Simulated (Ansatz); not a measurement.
**KF: energy along a strain**

KF, Pm-3m, a = 3.259 Å (as given, not relaxed at this level: 0.0 GPa). This isn't the usual stable structure of the compound. Ansatz: PBE, PAW, 420 eV, Γ-centred 8×8×8 mesh on 2 atoms, Gaussian smearing 0.05 eV; no spin polarisation. Cell vectors (Å): 3.259 0.000 0.000; 0.000 3.259 0.000; 0.000 0.000 3.259. The cell is strained by x per cent times the pattern (1 0 0 0 0 0) in the order xx yy zz yz xz xy (engineering shears), with fractional coordinates held. y is the free energy over the start, V0 = 17.306 Å³/atom.

```
x (%) y (meV/atom)
-4.00          8.24
-3.00          4.56
-2.00          2.02
-1.00          0.52
 0.00          0.00
 1.00          0.51
 2.00             ?
 3.00          4.20
 3.50          5.68
 4.00          7.36
```

Fit y = c2 x² + c3 x³ to the other rows, get the stiffness along the pattern, and predict the missing energy.

Least squares on the rows shown. y = 0.4875 x² − 0.006848 x³. The clamped-ion stiffness p·C·p = 2 × 4.875 eV × 160.2 / 17.306 Å³ = 90 GPa, which is C11 in these axes. At x = 2.00 the fit asked for gives 1.90 meV/atom. The run gave 1.93 meV/atom, so the fit is 0.03 meV/atom too low, within twice the rms miss on the fitted rows (0.02 meV/atom).